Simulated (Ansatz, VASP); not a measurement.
## One calculation of Sb, two programs

```
Sb
1.0
     0.00000    2.30500    2.30500
     2.30500    0.00000    2.30500
     2.30500    2.30500    0.00000
Sb
1
Direct
  0.00000 0.00000 0.00000
```

Alike in both runs: task electric field gradients; functional PBE; k mesh 12 × 12 × 12; occupations fermi-dirac, width 0.05 eV; no spin polarisation.

|  | VASP | Ansatz |
| --- | --- | --- |
| version | VASP 6.6.1 | Ansatz 0.2.0 |
| potentials or method | VASP PAW PBE potentials, release 64 (Sb), cutoff 520 eV | all-electron PAW with datasets made for the crystal, scalar-relativistic |

```tsv
	VASP	Ansatz	Ansatz less VASP
pressure (GPa)	8.6	8.7	+0.14
Vzz of the field gradient on the site that differs most (V/Å²)	0.0	0.0	0.00
```

Ansatz ran all-electron here, so the differences hold the error of VASP's frozen core and of both bases. Ansatz warned: «gradients_without_spin_orbit».

The runs have no spin-orbit coupling, so splittings on Sb are missing.
